**Examination question.** The bulk modulus is the pressure needed to compress a solid, divided by the relative loss of volume. At 200 GPa, a pressure of 2 GPa shrinks the solid by about one percent. The table compares computed moduli of four metals and six tetrahedrally bonded semiconductors with measured ones. The calculation uses the PBE functional with D4, an added attraction between atoms that represents dispersion forces.

Ten cubic crystals in GPAW 26.7.0, PBE with D4 dispersion, plane waves, no spin polarization or spin–orbit coupling, Fermi–Dirac smearing of 0.05 eV. Each computed bulk modulus comes from a fit to the energies at seven volumes, 0.94 to 1.06 times that of the given cell, and is taken at the volume of lowest fitted energy.

```
formula  space group  volume of the given cell (Å³/atom)                   potentials or basis  wave cutoff (eV)    k-mesh  computed bulk modulus (GPa)  measured bulk modulus (GPa)  range of the values found (GPa)                                                                                                                what was measured, and how                         source  computed over measured, less one (%)
   CdTe        F-43m                               32.92  GPAW PAW data sets (gpaw data 1.2.1)               600     6x6x6                         40.8                           42                        one value                                                                                         B0 of zincblende phase; high-pressure XRD; powder        arXiv:2306.14539 (2023)                                  -2.9
     Ge        Fd-3m                               22.64  GPAW PAW data sets (gpaw data 1.2.1)               600     8x8x8                         64.6                         75.8                        one value                                                                                         bulk modulus of bulk Ge; not stated; bulk crystal        arXiv:1908.00180 (2019)                                 -14.8
     Al        Fm-3m                               16.60  GPAW PAW data sets (gpaw data 1.2.1)               600  11x11x11                         87.7                         76.9                        one value                                                                                         bulk modulus; literature experiment; bulk crystal             pmc:3831299 (2013)                                  14.0
    ZnS        F-43m                               19.73  GPAW PAW data sets (gpaw data 1.2.1)               600     7x7x7                           77                         76.9                        one value                                                                               B0; experimental value quoted from literature; bulk crystal         arXiv:0911.5022 (2009)                                   0.1
    BAs        F-43m                               13.63  GPAW PAW data sets (gpaw data 1.2.1)               800     8x8x8                          141                          148                        one value                                                                                   literature experimental value; not stated; bulk crystal        arXiv:1911.11281 (2019)                                  -4.7
     BP        F-43m                               11.68  GPAW PAW data sets (gpaw data 1.2.1)               800  10x10x10                        170.7                          174                       173 to 179                                                       B0, Murnaghan EOS fit with V0 fixed at 93.45 A^3; XRD in diamond anvil cell; powder        arXiv:1505.05714 (2015)                                  -1.9
     Ta        Im-3m                               18.01  GPAW PAW data sets (gpaw data 1.2.1)               600  11x11x11                        201.4                          194                        one value                                                                  isothermal K0 from ultrasonic data; ultrasonic measurement; bulk crystal  arXiv:cond-mat/0403080 (2004)                                   3.8
    SiC        F-43m                               10.35  GPAW PAW data sets (gpaw data 1.2.1)               800  10x10x10                        218.8                          225                        one value                                                                                   bulk modulus B; quoted earlier experiment; bulk crystal             pmc:9505936 (2022)                                  -2.8
     Rh        Fm-3m                               13.67  GPAW PAW data sets (gpaw data 1.2.1)               600  12x12x12                        283.5                          264                        one value                                                                                              K0 from ultrasound; ultrasound; bulk crystal            pmc:11535440 (2024)                                   7.4
      W        Im-3m                               15.85  GPAW PAW data sets (gpaw data 1.2.1)               600  12x12x12                        316.3                          307                        one value  isotropic polycrystalline bulk modulus K, bounded above by the literature value in the fit; surface Brillouin spectroscopy; bulk crystal        arXiv:1710.07581 (2017)                                   3.0
```

### 1. Which crystal is stiffest, which is softest, and why?

Tungsten is the stiffest and CdTe the softest; their computed moduli differ by a factor of nearly eight. In tungsten the d band is about half full, so its bonding states are largely occupied and its antibonding states largely empty. CdTe has long, polar bonds and few bonding electrons per unit volume.

SiC and CdTe make a cleaner pair, since both have the same structure and eight valence electrons per pair of atoms, leaving aside the filled d shells. At the fitted volumes CdTe takes 3.3 times the volume per atom, yet SiC is 5.4 times as stiff. Diluting the bonding electrons in proportion to volume would therefore not be enough: each of the longer bonds must also resist a given relative compression less.

*Remark.* A good answer compares crystals of one structure before it names a cause.

### 2. What happens when arsenic replaces phosphorus in BP?

The computed modulus falls by 17%, while the fitted volume grows by 18%. Arsenic is the larger atom, so its bonds to boron are longer and fewer of them fit into a given volume. This dilution accounts for nearly the whole fall: the modulus times the volume per atom drops by only 2 to 3%, so each bond resists a given relative compression almost as well as before. The measured moduli fall in the same direction.

### 3. Do the errors depend on the type of bonding?

They do in this set. All four metals come out too stiff, by 3 to 14% of the measured value. Five of the six semiconductors come out too soft, and ZnS agrees almost exactly. The mean errors are about +7% for the metals and −4.5% for the semiconductors.

*Remark.* The sign is more telling than the means, because Al and Ge weigh heavily in such small groups.

### 4. Would the errors vanish if every modulus were taken at the volume of the given cell?

No. Each computed modulus belongs to the volume at which the calculated energy is lowest, and this can differ from the given volume. A one percent change in volume alters the modulus by about 4 to 5%, because the repulsion between atoms rises steeply as they approach.

At the given volume the error of Al would change from +14% to about −6%. For CdTe the same step would turn −3% into about +18%, since its given cell is compressed in this calculation. The given cells come from databases and need not be the true equilibrium volumes. The choice of volume thus moves the errors without curing them.

Rhodium is the decisive case. Its fitted and given volumes agree to about 0.1%, yet its modulus is 7% too high. Agreement with the given volume does not guarantee agreement in modulus, though the table does not show that this cell has the volume at which the modulus was measured.

*Remark.* The match for ZnS should be read with the same care: at the given volume it would be about 6% too soft.

### 5. D4 adds a net attraction. How can it make a crystal stiffer?

The attraction draws the atoms together until their repulsion balances it. At the shorter distance the repulsion is steeper, so the crystal resists further compression more strongly. A rubber buffer under a weight behaves alike: the load squeezes it into a stiffer part of its range.

The analogy ends where the weight is constant. The D4 attraction fades as the atoms move apart, so it opposes expansion less and less, and this by itself softens the crystal. Two effects compete, and in every row the squeeze wins.

To estimate the result, let $p$ be the inward pressure of D4, $B'$ the rise of the modulus per unit of pressure, and $c$ the softening from the fading attraction. To first order the squeeze adds $B'p$, so the net gain is

$$\Delta B \approx B'p - c .$$

Rhodium serves as the worked case. Its D4 energy rises from −0.8650 to −0.8056 eV while the volume grows by 8% of 13.67 Å³, which is 1.094 Å³. With 1 eV/Å³ equal to 160.2 GPa,

$$p \approx \frac{0.0594}{1.094}\times 160.2 \approx 8.7\ \text{GPa}.$$

The computed equation of state gives $B' = 5.17$, and the curvature of the D4 energy gives $c = 15.5$ GPa. Hence

$$\Delta B \approx 5.17\times 8.7 - 15.5 \approx 29\ \text{GPa}.$$

Without D4 the modulus of rhodium would be near $283.5 - 29 \approx 254$ GPa. That is about 4% below the measured 264 GPa, whereas the value with D4 lies 7% above it.

*Remark.* A similar gain matters more in a soft crystal. D4 adds about 5 GPa to CdTe and 7 GPa to SiC, but this is 12% of the computed modulus in the first and only 3% in the second.

### 6. Does D4 cause the contrast between metals and semiconductors?

It is tempting to say so. In a metal the mobile electrons screen the fluctuating dipoles from which dispersion arises, and theory therefore expects a sum over atoms to exaggerate the attraction. This may well contribute to the excess stiffness of the metals. The test is to take D4 away from both groups.

D4 is an addition to the electronic energy, so its share can be subtracted from each computed equation of state and the crystal allowed to expand to its new balance. The output after this text gives the result, obtained without adjusting any constant to the measured moduli. The metals then lie within 4% of the measured values. The semiconductors are too soft throughout, by 6 to 24%.

The difference between the groups has survived, but not the opposite signs: without D4, Rh and W are slightly too soft as well. The median error of the metals stays roughly 8 to 9 percentage points above that of the semiconductors, with D4 or without it. D4 shifts both groups towards greater stiffness: this helps the semiconductors, which started too soft, and leaves all four metals too stiff.

The difference is thus present without D4, and its origin is to be sought in PBE itself, in the potentials and numerical settings, or in the comparison with measurement. A D4 term weakened by screening in the metals alone would, however, narrow it. PBE is known to make many semiconductors too large and too soft, which fits the pattern. The numbers here do not show why the metals fare better.

*Remark.* The values without D4 are estimates, not separate calculations. For CdTe the new balance even lies beyond the largest volume computed, and for Ge at its very edge, where the gap is closed; the 24% for Ge is the least certain of these figures. The short formula reproduces the fuller subtraction to within 1 GPa, but both use the same D4 energies, so their agreement checks the reasoning and not D4. For the two-atom crystals the D4 energy was taken to refer to the whole cell.

### 7. Germanium is 15% too soft. Is its missing band gap to blame?

Real germanium is a semiconductor, but the calculation finds no gap on its k-mesh at the fitted volume. PBE is known to make gaps too small, and here the expansion closes what is left: at the given volume the mesh still shows a gap of 0.09 eV. This is less than twice the smearing width, so even there states across the gap are expected to be partly occupied. The fitted volume is 2.4% larger, and at the given one the modulus would be only a few percent too low. Most of the shortfall thus goes with the volume. Whether the closed gap softens the crystal further would need a calculation that keeps the gap open. The fit also runs across the volumes where the gap closes, and it follows the energies less closely than in the other semiconductors.

*Remark.* Two faults in one row are not yet cause and effect.

### 8. Which digits can be trusted?

The large differences can: SiC is far stiffer than CdTe, and BP is stiffer than BAs. The tenths of a GPa cannot, because convergence with k-mesh and cutoff was not tested and spin–orbit coupling was left out. Nor should Ta and W be ranked by their errors of 3.8 and 3.0%.

The measured side is no sharper. For BP the values found run from 173 to 179 GPa, a spread of about 3%. The references mix X-ray, ultrasonic and quoted literature values, and the one for W was capped by an earlier value.

Measured moduli also contain thermal and zero-point motion, which usually softens a crystal by roughly a few percent. The calculation leaves this out. Correcting for it would raise the reference values, so the metals would look less overstiff and the semiconductors softer still.

*Remark.* The error of 0.1% for ZnS is far smaller than the spread of the measured values for BP. It is therefore no proof that the method is accurate to 0.1%.

The analysis program printed:

```
D4 taken away:
   row  D4 pull GPa  softening by D4 curvature GPa  simple net gain GPa  full net gain GPa  B without D4 GPa  error without D4 %
  CdTe        1.962                          3.739                5.717              5.083             35.72              -14.96
    Ge        2.229                          4.534                7.389              6.862             57.74              -23.83
    Al        3.057                          5.907                7.862              8.236             79.46               3.334
   ZnS        2.593                          4.581                 6.83              6.795             70.21              -8.706
   BAs        4.213                          9.442                 8.56              8.478             132.5              -10.46
    BP        4.621                          9.794                8.162              8.347             162.4              -6.694
    Ta        2.702                          4.877                6.905              6.974             194.4              0.2195
   SiC         4.04                          9.671                6.861               6.84               212              -5.795
    Rh        8.708                          15.54                29.49              28.79             254.7              -3.518
     W        6.618                          10.83                14.14              14.19             302.1              -1.592
Role of volume:
   row  fitted over given volume less one %  volume change by D4 %  B at given volume GPa  its error %
  CdTe                                4.111                 -4.619                  49.55        17.97
    Ge                                2.374                 -3.437                  73.24       -3.378
    Al                               -4.251                 -3.906                  72.12       -6.222
   ZnS                               -1.337                 -3.559                  72.57        -5.63
   BAs                               -0.751                 -3.114                  136.5        -7.75
    BP                               -1.973                 -2.886                    158       -9.208
    Ta                              0.03654                 -1.387                  201.7         3.98
   SiC                               0.1989                 -1.896                  220.6       -1.962
    Rh                               0.1086                 -3.204                  285.1        7.991
     W                              -0.4071                 -2.163                  311.5        1.456
Computed B of W over that of CdTe: 7.752
Computed B of SiC over that of CdTe: 5.363
Fitted volume per atom of CdTe over that of SiC: 3.305
Change of B from BP to BAs, %: -17.4
Change of fitted volume from BP to BAs, %: 18.15
Mean error of metals with D4, %: 7.05
Mean error of semiconductors with D4, %: -4.5
Mean error of metals without D4, %: -0.389
Mean error of semiconductors without D4, %: -11.74
Metals less semiconductors, median error with D4, points: 8.45
Metals less semiconductors, median error without D4, points: 8.896
Largest difference of simple and full net gain, GPa: 0.7041
```
